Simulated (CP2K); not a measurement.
Runs of CP2K 2026.2 on Pd. Symmetry: Im-3m, No. 229, cubic system. The conventional cell has a = 3.145 Å, b = 3.145 Å, c = 3.145 Å, α = 90.00°, β = 90.00°, γ = 90.00°. Pd (site symmetry m-3m) has 8 Pd at 2.72 Å as nearest neighbours. This isn't the form of Pd at room conditions, which is fcc.

```csv
level,gap on the mesh (eV),pressure (GPa),relaxed volume (Å³/atom)
LDA,none,-0.1,14.42
PBEsol,none,0.0,14.82
PBE,none,0.0,(a)
PW91,none,0.0,15.58
```

Alike in all rows: task relaxation of cell and atoms; potentials or basis POTENTIAL_UZH Pd GTH-PBE-q18; TZVP-MOLOPT-PBE-GTH basis; no spin polarisation; cell relaxed; k mesh 9 × 9 × 9; smearing fermi-dirac 0.05 eV.

Fill in the values left out.

(a) 15.59.

Caveats: the basis of atomic orbitals isn't converged, which shifts pressures, moduli and gaps; the potentials were made for another functional, which shifts forces and pressure (some runs); the real-space grid breaks the cell's symmetry a little (some runs).

A k mesh can miss the band edges, and the runs leave out spin-orbit coupling on Pd.

A gap of «none» marks a metal or a gap under the smearing width.
